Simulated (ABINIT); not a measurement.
PbS (Galena):

```
CELL_PARAMETERS angstrom
0.00000 2.99789 2.99789
2.99789 0.00000 2.99789
2.99789 2.99789 0.00000
ATOMIC_POSITIONS crystal
Pb 0.00000 0.00000 0.00000
S 0.50000 0.50000 0.50000
```

The cell isn't the ideal one: cell relaxed at zero pressure by an earlier run.

Base run:

- Program: ABINIT 10.8.3 (patched build)
- Functional: PBE
- Potentials or basis: PseudoDojo NC FR PBE v0.4 standard
- Cutoff: 653 eV
- k mesh: 6 × 6 × 6, with 4 shifts
- Occupations: fermi-dirac, width 0.05 eV
- Spin: spin-orbit coupling, no magnetisation

Its results: pressure 0.1 GPa.

Problem. The run is repeated on the same cell with these changes: k mesh from 6 × 6 × 6, with 4 shifts to 6 × 6 × 6. What comes out?

Solution. Pressure -0.4 GPa.
